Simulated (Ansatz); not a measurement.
BaSnO3 (cubic perovskite)

```yaml
crystal:
  lattice:
    - [4.13130, 0.00000, 0.00000]
    - [0.00000, 4.13130, 0.00000]
    - [0.00000, 0.00000, 4.13130]
  atoms:
    - { symbol: Ba, position: [0.00000, 0.00000, 0.00000] }
    - { symbol: Sn, position: [0.50000, 0.50000, 0.50000] }
    - { symbol: O, position: [0.00000, 0.50000, 0.50000] }
    - { symbol: O, position: [0.50000, 0.50000, 0.00000] }
    - { symbol: O, position: [0.50000, 0.00000, 0.50000] }
```

Two coordinates are scanned: the volume, and the ratio of the stretch along z (the conventional c axis) to the stretch across it. Atoms keep their fractional coordinates.

Calculation: r2SCAN (plane waves to 500 eV, PAW, scalar-relativistic; Ansatz, a quantum-chemistry and plane-wave program). k mesh 8×8×8 (Γ-centred), Fermi-Dirac smearing 0.05 eV. Compression counts positive. BaSnO3 was relaxed with its symmetry unable to fall. 

Problem. Estimate the σzz − σxx (GPa) for all points of the grid V/V₀ = 0.960, 0.980, 1.000, 1.020, 1.040 by (c/a)/(c/a)₀ = 0.920, 0.960, 1.000, 1.040, 1.080.

Solution. σzz − σxx (GPa), with V/V₀ across and (c/a)/(c/a)₀ down:

```
(c/a)/(c/a)₀ \ V/V₀  0.960  0.980  1.000  1.020  1.040
-------------------  -----  -----  -----  -----  -----
0.920                 22.3   20.5   19.0   17.5   16.1
0.960                 10.3    9.4    8.7    8.0    7.3
1.000                  0.0    0.0    0.0    0.0    0.0
1.040                 -9.0   -8.2   -7.5   -6.9   -6.3
1.080                -17.1  -15.6  -14.2  -13.0  -11.8
```

(Under strain, the slope of the energy per volume gives the stress and its curvature an elastic modulus.)
